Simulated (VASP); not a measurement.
# CdS (Hawleyite) (F-43m) in VASP: further runs, part 2 of 3

VASP 6.6.1.

## 4. G0W0 quasiparticle levels, PBE

POSCAR

```
CdS
1.0
    0.0000000000      2.9165000000      2.9165000000
    2.9165000000      0.0000000000      2.9165000000
    2.9165000000      2.9165000000      0.0000000000
Cd S
1 1
Direct
    0.0000000000      0.0000000000      0.0000000000
    0.7500000000      0.7500000000      0.7500000000
```

INCAR.step1

```
PREC     = Accurate       # precision mode
ENCUT    = 450            # plane-wave cutoff, eV
EDIFF    = 1E-8           # SCF threshold, eV
ISMEAR   = 0              # smearing method
SIGMA    = 0.01           # smearing width, eV
LREAL    = F              # projectors in reciprocal space
LASPH    = T              # aspherical terms in the spheres
NELM     = 60             # most SCF steps
ALGO     = Normal         # electronic algorithm
LWAVE    = T              # write WAVECAR
LCHARG   = F              # write CHGCAR
GGA      = PE             # functional
```

INCAR.step2

```
PREC     = Accurate       # precision mode
ENCUT    = 450            # plane-wave cutoff, eV
EDIFF    = 1E-8           # SCF threshold, eV
ISMEAR   = 0              # smearing method
SIGMA    = 0.01           # smearing width, eV
LREAL    = F              # projectors in reciprocal space
LASPH    = T              # aspherical terms in the spheres
NELM     = 1              # most SCF steps
ALGO     = Exact          # electronic algorithm
LWAVE    = T              # write WAVECAR
LCHARG   = F              # write CHGCAR
GGA      = PE             # functional
NBANDS   = 68             # bands
LOPTICS  = T              # frequency-dependent dielectric function
ISTART   = 1
```

INCAR.step3

```
PREC     = Accurate       # precision mode
ENCUT    = 450            # plane-wave cutoff, eV
EDIFF    = 1E-8           # SCF threshold, eV
ISMEAR   = 0              # smearing method
SIGMA    = 0.01           # smearing width, eV
LREAL    = F              # projectors in reciprocal space
LASPH    = T              # aspherical terms in the spheres
ALGO     = EVGW0          # electronic algorithm
LWAVE    = F              # write WAVECAR
LCHARG   = F              # write CHGCAR
GGA      = PE             # functional
NELMGW   = 1            
NBANDS   = 68             # bands
ENCUTGW  = 260            # cutoff of the response function
NOMEGA   = 48             # frequency points
PRECFOCK = Fast         
ISTART   = 1            
NBANDSGW = 17
```

KPOINTS

```
Automatic mesh
0
Gamma
  3 3 3
```

Potentials or basis: VASP PAW PBE potentials, release 64 (Cd_GW, S_GW).

Run with:

```
$ cat potpaw_PBE.64/Cd_GW/POTCAR potpaw_PBE.64/S_GW/POTCAR > POTCAR
$ cp INCAR.step1 INCAR
$ mpirun -np 1 vasp_std > vasp.out
$ cp INCAR.step2 INCAR
$ mpirun -np 1 vasp_std > vasp.out
$ cp INCAR.step3 INCAR
$ mpirun -np 1 vasp_std > vasp.out
```

OUTCAR:

```text
PREC = Accurate
   ENCUT = 450
   EDIFF = 1E-8
   ISMEAR = 0
   LREAL = F
   LASPH = T
   GGA = PE
   NELMGW = 1
   ENCUTGW = 260
   PRECFOCK = Fast
   ISTART = 1

 Found      4 irreducible k-points:

 Following reciprocal coordinates:
            Coordinates               Weight
  0.000000  0.000000  0.000000      1.000000
  0.333333  0.000000  0.000000      8.000000
  0.333333  0.333333  0.000000      6.000000
 -0.333333  0.333333  0.000000     12.000000
[... 60 lines left out ...]
   ENCUTLF             =  -1.0    cutoff for local field effects
   NELMGW              =     1    number of iterations in solving QP/BSE equation
   NELMHF              =     1    number of iterations in the inner HF iteration
   NKREDLFX            =     1    NKREDLFY  =   1   NKREDLFZ  =   1
 non-spin polarized calculation
 Gauss-broadening in eV      SIGMA  =   0.01
  energy-cutoff  :      450.00
  volume of cell :       49.62
 maximum number of plane-waves:      1089
 NGX is ok and might be reduce to    30
  NGX = 16; NGY = 16; NGZ = 16
   NGX = 15   NGY = 15   NGZ = 15
 maximum number of plane-waves:       474

 QP shifts <psi_nk| G(iteration)W_0 |psi_nk>: iteration 1
 for sc-GW calculations column KS-energies equals QP-energies in previous step
 and V_xc(KS)=  KS-energies - (<T + V_ion + V_H > + <T+V_H+V_ion>^1  + <V_x>^1)

 k-point   1 :       0.0000    0.0000    0.0000
  band No.  KS-energies  QP-energies   sigma(KS)   V_xc(KS)     V^pw_x(r,r')   Z            occupation Imag(sigma)

      1      -9.6269      -9.8819     -13.3940     -12.9919     -20.9027       0.6341       2.0000       1.2105
      2      -5.0684      -6.3513     -17.0444     -15.1709     -22.9360       0.6848       2.0000       0.3393
      3      -5.0684      -6.3513     -17.0444     -15.1709     -22.9360       0.6848       2.0000       0.3393
      4      -5.0684      -6.3513     -17.0444     -15.1709     -22.9360       0.6848       2.0000       0.3393
      5      -4.5976      -5.9701     -17.4741     -15.4962     -23.2435       0.6939       2.0000       0.3039
      6      -4.5976      -5.9701     -17.4741     -15.4962     -23.2435       0.6939       2.0000       0.3039
[... 59 lines left out ...]
      3      -4.8169      -6.1286     -17.3128     -15.4167     -23.1912       0.6918       2.0000       0.3294
      4      -4.6468      -6.0155     -17.3898     -15.4189     -23.1757       0.6945       2.0000       0.3114
      5      -4.5750      -5.9502     -17.4834     -15.5085     -23.2673       0.6963       2.0000       0.3079
      6      -4.0334      -5.2786     -17.3844     -15.5957     -23.1416       0.6961       2.0000       0.3252
[... 9 lines left out ...]
     16      17.1131      17.6683      -9.4092     -10.1620      -3.8311       0.7376       0.0000      -0.5699
     17      17.7266      18.4399     -10.0667     -11.0242      -4.1776       0.7449       0.0000      -0.7458
```

Wall time 50 s (1 thread of Intel Xeon 6975P-C (Granite Rapids), shared host); peak memory 0.51 GiB.

These settings aren't checked as converged: the numbers below hold their error.

What came out:

```
Band gap on the k mesh, mean-field level : 1.10 eV, direct
Quasiparticle gap                        : 1.78 eV
Least direct quasiparticle gap           : 1.78 eV
```

Caveat: the k mesh is coarse (spacing up to 0.62 Å⁻¹), so the values aren't converged; bands, screening cutoff and mesh are small and nothing is extrapolated, so the quasiparticle values aren't converged.

## 5. G0W0 quasiparticle levels, PBE

POSCAR is that of step 4.

INCAR.step1 is that of step 4.

Edit INCAR.step2 of step 4 so:

```diff
@@ -12,3 +12,3 @@
 GGA      = PE             # functional
-NBANDS   = 68             # bands
+NBANDS   = 128            # bands
 LOPTICS  = T              # frequency-dependent dielectric function
```

Edit INCAR.step3 of step 4 so:

```diff
@@ -12,4 +12,4 @@
 NELMGW   = 1            
-NBANDS   = 68             # bands
-ENCUTGW  = 260            # cutoff of the response function
+NBANDS   = 128            # bands
+ENCUTGW  = 200            # cutoff of the response function
 NOMEGA   = 48             # frequency points
```

KPOINTS is that of step 4.

Potentials or basis: VASP PAW PBE potentials, release 64 (Cd_GW, S_GW).

Run with:

```
$ cat potpaw_PBE.64/Cd_GW/POTCAR potpaw_PBE.64/S_GW/POTCAR > POTCAR
$ cp INCAR.step1 INCAR
$ mpirun -np 1 vasp_std > vasp.out
$ cp INCAR.step2 INCAR
$ mpirun -np 1 vasp_std > vasp.out
$ cp INCAR.step3 INCAR
$ mpirun -np 1 vasp_std > vasp.out
```

OUTCAR:

```text
PREC = Accurate
   ENCUT = 450
   EDIFF = 1E-8
   ISMEAR = 0
   LREAL = F
   LASPH = T
   GGA = PE
   NELMGW = 1
   ENCUTGW = 200
   PRECFOCK = Fast
   ISTART = 1

 Found      4 irreducible k-points:

 Following reciprocal coordinates:
            Coordinates               Weight
  0.000000  0.000000  0.000000      1.000000
  0.333333  0.000000  0.000000      8.000000
  0.333333  0.333333  0.000000      6.000000
 -0.333333  0.333333  0.000000     12.000000
   k-points           NKPTS =      4   k-points in BZ     NKDIM =     27   number of bands    NBANDS=    128
   number of dos      NEDOS =    301   number of ions     NIONS =      2
   total plane-waves  NPLWV =  27000
   dimension x,y,z NGX =    30 NGY =   30 NGZ =   30
   dimension x,y,z NGXF=    60 NGYF=   60 NGZF=   60
   ions per type =               1   1
   NGX,Y,Z   is equivalent  to a cutoff of  12.09, 12.09, 12.09 a.u.
   NGXF,Y,Z  is equivalent  to a cutoff of  24.18, 24.18, 24.18 a.u.
 SYSTEM =  unknown system
   PREC   = accura    normal or accurate (medium, high low for compatibility)
   ISTART =      1    job   : 0-new  1-cont  2-samecut
   ICHARG =      0    charge: 1-file 2-atom 10-const
   ISPIN  =      1    spin polarized calculation?
   LNONCOLLINEAR =      F non collinear calculations
   LSORBIT =      F    spin-orbit coupling
   LASPH  =      T    aspherical Exc in radial PAW
   ENCUT  =  450.0 eV  33.07 Ry    5.75 a.u.   7.13  7.13  7.13*2*pi/ulx,y,z
   NELM   =     60;   NELMIN=  2; NELMDL=  0     # of ELM steps
   EDIFF  = 0.1E-07   stopping-criterion for ELM
   LREAL  =      F    real-space projection
   EDIFFG = 0.1E-06   stopping-criterion for IOM
   NSW    =      0    number of steps for IOM
   IBRION =     -1    ionic relax: 0-MD 1-quasi-New 2-CG
   NFREE  =      0    steps in history (QN), initial steepest desc. (CG)
   ISIF   =      0    stress and relaxation
   ISYM   =      3    0-nonsym 1-usesym 2-fastsym
   POTIM  = 0.5000    time-step for ionic-motion
   TEBEG  =    0.0;   TEEND  =   0.0 temperature during run
   PSTRESS=    0.0 pullay stress
   NELECT =      18.0000    total number of electrons
   NUPDOWN=      -1.0000    fix difference up-down
   EMIN   =  10.00;   EMAX   =-10.00  energy-range for DOS
   EFERMI =   0.00;   METHOD = LEGACY
   ISMEAR =     0;   SIGMA  =   0.01  broadening in eV -4-tet -1-fermi 0-gaus
   EFERMI_NEDOS =   21; number of points for ismear=-14 and -15
   IALGO  =     38    algorithm
   IMIX   =      4    mixing-type and parameters
     AMIX     =   0.40;   BMIX     =  1.00
     AMIX_MAG =   1.60;   BMIX_MAG =  1.00
  volume/ion in A,a.u.               =      24.81       167.41
  Fermi-wavevector in a.u.,A,eV,Ry     =   1.167599  2.206442 18.548649  1.363287
  Thomas-Fermi vector in A             =   2.304097
   LORBIT       =      0    0 simple, 1 ext, 2 COOP (PROOUT), +10 PAW based schemes
   GGA     = PE    functional components
   LHFCALC =     T    Hartree Fock is set to
   PRECFOCK=fast      Normal, Fast or Accurate (Low or Medium for compatibility)
   ENCUT4O =  -1.0   cutoff for four orbital integrals eV
   NKREDX  =     1    reduce k-point grid by
   NKREDY  =     1    reduce k-point grid by
   NKREDZ  =     1    reduce k-point grid by
   AEXX    =    1.0000 exact exchange contribution
   HFSCREEN=    0.0000 screening length (either q_TF or 0.3 A-1)
   HFSCREENC=   0.0000 screening length for correlation (either q_TF or 0.3 A-1)
   ENCUTFOCK=  -1.0 apply spherical cutoff to Coloumb kernel
   IVDW    =     0    specifies the selected vdW correction
   LEPSILON=     F    determine dielectric tensor
   LRPA    =     F    only Hartree local field effects (RPA)
   LRPAFORCE           =     F    calculate RPA forces
   ENCUTGW             = 200.0    cutoff for response function in eV
   ENCUTGWSOFT         = 160.0    soft cutoff for Coulomb kernel in GW response function in eV
   ENCUTLF             =  -1.0    cutoff for local field effects
   NELMGW              =     1    number of iterations in solving QP/BSE equation
   NELMHF              =     1    number of iterations in the inner HF iteration
   NKREDLFX            =     1    NKREDLFY  =   1   NKREDLFZ  =   1
 non-spin polarized calculation
 Gauss-broadening in eV      SIGMA  =   0.01
  energy-cutoff  :      450.00
  volume of cell :       49.62
 maximum number of plane-waves:      1089
 NGX is ok and might be reduce to    30
  NGX = 16; NGY = 16; NGZ = 16
   NGX = 15   NGY = 15   NGZ = 15
 maximum number of plane-waves:       331

 QP shifts <psi_nk| G(iteration)W_0 |psi_nk>: iteration 1
 for sc-GW calculations column KS-energies equals QP-energies in previous step
 and V_xc(KS)=  KS-energies - (<T + V_ion + V_H > + <T+V_H+V_ion>^1  + <V_x>^1)

 k-point   1 :       0.0000    0.0000    0.0000
  band No.  KS-energies  QP-energies   sigma(KS)   V_xc(KS)     V^pw_x(r,r')   Z            occupation Imag(sigma)

      1      -9.6269     -10.0432     -13.6530     -12.9919     -20.9027       0.6297       2.0000       1.1685
      2      -5.0684      -6.7585     -17.6321     -15.1709     -22.9360       0.6867       2.0000       0.4223
      3      -5.0684      -6.7585     -17.6321     -15.1709     -22.9360       0.6867       2.0000       0.4223
      4      -5.0684      -6.7585     -17.6321     -15.1709     -22.9360       0.6867       2.0000       0.4223
      5      -4.5976      -6.3956     -18.0824     -15.4962     -23.2435       0.6952       2.0000       0.3820
      6      -4.5976      -6.3956     -18.0824     -15.4962     -23.2435       0.6952       2.0000       0.3820
[... 9 lines left out ...]
     16      14.1407      14.0405      -8.0251      -7.8901      -2.3983       0.7423       0.0000      -0.3523
     17      15.9596      15.7974      -7.4332      -7.2158      -2.1079       0.7462       0.0000      -0.4514
[... 46 lines left out ...]
      1      -9.0987      -9.5829     -14.4920     -13.7258     -21.5520       0.6319       2.0000       1.0342
      2      -4.8899      -6.6165     -17.6964     -15.2036     -22.9342       0.6926       2.0000       0.4169
      3      -4.8169      -6.5510     -17.9184     -15.4167     -23.1912       0.6932       2.0000       0.4217
      4      -4.6468      -6.4399     -17.9959     -15.4189     -23.1757       0.6958       2.0000       0.3937
      5      -4.5750      -6.3791     -18.0933     -15.5085     -23.2673       0.6980       2.0000       0.3852
      6      -4.0334      -5.6962     -17.9852     -15.5957     -23.1416       0.6959       2.0000       0.4179
[... 9 lines left out ...]
     16      17.1131      17.4254      -9.7361     -10.1620      -3.8311       0.7333       0.0000      -0.5457
     17      17.7266      18.1658     -10.4312     -11.0242      -4.1776       0.7405       0.0000      -0.7155
```

OUTCAR.step2:

```text
PREC = Accurate
   ENCUT = 450
   EDIFF = 1E-8
   ISMEAR = 0
   LREAL = F
[... 538 lines left out ...]
     0.00000    20.29787    20.29787    20.29787    -0.00000    -0.00000     0.00000
     1.30169   -17.26930   -17.26930   -17.26930    -0.00000    -0.00000     0.00000
     2.60338     8.85523     8.85523     8.85523    -0.00000    -0.00000     0.00000
     3.90507    -4.74194    -4.74194    -4.74194    -0.00000    -0.00000     0.00000
     5.20675    15.05185    15.05185    15.05185    -0.00000    -0.00000     0.00000
     6.50844    -2.91928    -2.91928    -2.91928     0.00000     0.00000    -0.00000
[... 92 lines left out ...]
   127.56548     0.95732     0.95732     0.95732     0.00000     0.00000    -0.00000
   128.86717     0.95831     0.95831     0.95831     0.00000     0.00000    -0.00000
```

Wall time 49 s (1 thread of Intel Xeon 6975P-C (Granite Rapids), shared host); peak memory 0.37 GiB.

The run converged, but some of its settings lie outside the range that counts as converged, so its numbers aren't taken as properties of the crystal.

What came out:

* Band gap on the k mesh, mean-field level: 1.10 eV, direct
* Quasiparticle gap: 1.82 eV
* Least direct quasiparticle gap: 1.82 eV

Caveat: the k mesh is coarse (spacing up to 0.62 Å⁻¹), so the values aren't converged; bands, screening cutoff and mesh are small and nothing is extrapolated, so the quasiparticle values aren't converged.

[end of part 2 of 3]
